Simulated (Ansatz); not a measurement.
# SnO: the cost of one run

Method: DFT PBE+D3(BJ), scalar-relativistic, plane waves, PAW, in Ansatz 0.2.0.

9 further runs of the same task are left out: 1 that didn't finish, 8 set aside as unsound or not needed.

## Step 1: Starting point

Symmetry: P4/mmm, No. 123, tetragonal system. Conventional cell: a = 3.820 Å, b = 3.820 Å, c = 22.226 Å, α = 90.00°, β = 90.00°, γ = 90.00°. Around Sn (site symmetry 4mm) lie 4 O at 2.25 Å. Around O (site symmetry 2mm) lie 4 Sn at 2.25 Å.

Coordinates:

```cif
data_structure
_symmetry_space_group_name_H-M 'P4/mmm'
_symmetry_Int_Tables_number 123
_cell_length_a 3.8202
_cell_length_b 3.8202
_cell_length_c 22.2261
_cell_angle_alpha 90.000
_cell_angle_beta 90.000
_cell_angle_gamma 90.000
_cell_volume 324.36
loop_
_atom_site_label
_atom_site_type_symbol
_atom_site_symmetry_multiplicity
_atom_site_Wyckoff_symbol
_atom_site_fract_x
_atom_site_fract_y
_atom_site_fract_z
_atom_site_occupancy
Sn1 Sn 2 g 0.00000 0.00000 0.80370 1
O1 O 4 i 0.50000 0.00000 0.85686 1
Sn2 Sn 2 h 0.50000 0.50000 0.91002 1
```

This is the geometry of the first run shown, built on a cell relaxed beforehand with the same method.

## Step 2: What is varied

Atoms count from 1 in the order of the input.

The upper layer of a bilayer is slid over the lower one; relaxed at each slide: nothing; the origin of the map has Sn5 above Sn4; the distance between the facing planes is held at 4.00 Å.

First coordinate, slide of the upper layer along the first cell vector, from Sn5 above Sn4: 8 values from 0.000 to 0.875, periodic. Second coordinate, slide of the upper layer along the second cell vector, from Sn5 above Sn4: 8 values from 0.000 to 0.875, periodic.

Nothing else is relaxed. Points are written as (first, second).

The two vectors of the plane (Å): (3.820, 0.000, 0.000); (0.000, 3.820, 0.000).

## Step 3: Grid point (0/8, 0/8) of the map's two axes

The cell repeats along c, and a dipole correction in the vacuum removes the field between the copies.

Contents of input.yaml:

```yaml
crystal:
  lattice:
    - [3.8201630918, 0.0, 0.0]
    - [0.0, 3.8201630918, 0.0]
    - [0.0, 0.0, 22.2260821141]
  atoms:
    - { symbol: Sn, position: [0.75, 0.25, 0.2024648328] }
    - { symbol: O, position: [0.25, 0.25, 0.2556240231] }
    - { symbol: O, position: [0.75, 0.75, 0.2556240231] }
    - { symbol: Sn, position: [0.25, 0.75, 0.3087832134] }
    - { symbol: Sn, position: [0.25, 0.75, 0.4887519537] }
    - { symbol: O, position: [-0.25, 0.75, 0.541911144] }
    - { symbol: O, position: [0.25, 1.25, 0.541911144] }
    - { symbol: Sn, position: [-0.25, 1.25, 0.5950703343] }
basis:
  ecutwfc: 420
kpoints:
  mp_grid: { grid: [7, 7, 1] }
hamiltonian:
  xc: pbe
  pseudopotentials: { kind: paw, azcp: { folder: soft_1 } }
  dispersion: d3bj
scf:
  occupations: { method: gaussian, width: 0.05 }
output:
  forces: true
  eigenvalues: true
  write_density: true
  write_potential: true
  elf: true
  volumetric_format: npy
efield:
  axis: 3
  dipole_correction: true
  ramp_width: 0.04
```

Started as:

```console
ansatz run input.yaml --threads 2 --pin off --max-ram 6144MiB --backend cpu --events-out ev --progress --plain --runs-dir out
```

What time and memory should one allow on 2 threads of AMD EPYC 9R45 (Zen 5), shared host?

About 3.8 s, with a peak of 0.62 GiB.
